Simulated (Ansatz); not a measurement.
Input and command of a plane-wave DFT calculation in Ansatz:

```yaml
crystal:
  lattice:
    - [0.0, 2.4608775092, 2.4608775092]
    - [2.4608775092, 0.0, 2.4608775092]
    - [2.4608775092, 2.4608775092, 0.0]
  atoms:
    - { symbol: Bi, position: [0.5, 0.5, 0.5] }
    - { symbol: S, position: [0.0, 0.0, 0.0] }
basis:
  ecutwfc: 420
kpoints:
  mp_grid: { grid: [8, 8, 8] }
hamiltonian:
  xc: pbesol
scf:
  occupations: { method: gaussian, width: 0.1 }
output:
  forces: true
  stress: true
  eigenvalues: true
relax:
  adjacent_minimum: "off"
  f_tol: 0.05
  max_steps: 60
  cell: { stress_tol: 0.5 }
```

```bash
ansatz run input.yaml --threads 1 --pin off --max-ram 2560MiB --backend cpu --events-out ev --progress --plain --runs-dir out
```

Processor: Arm Neoverse V2, 1 thread, on a host shared with other jobs.

Problem. How long does it run, and how much memory does it take?

Solution. About 9.2 s on 1 thread of Arm Neoverse V2 (shared host), peak memory 0.32 GiB. It solves 15 bands at 29 k points (the mesh reduced by symmetry) with about 941 plane waves (on the last cell), in 53 SCF iterations over 10 ionic steps.
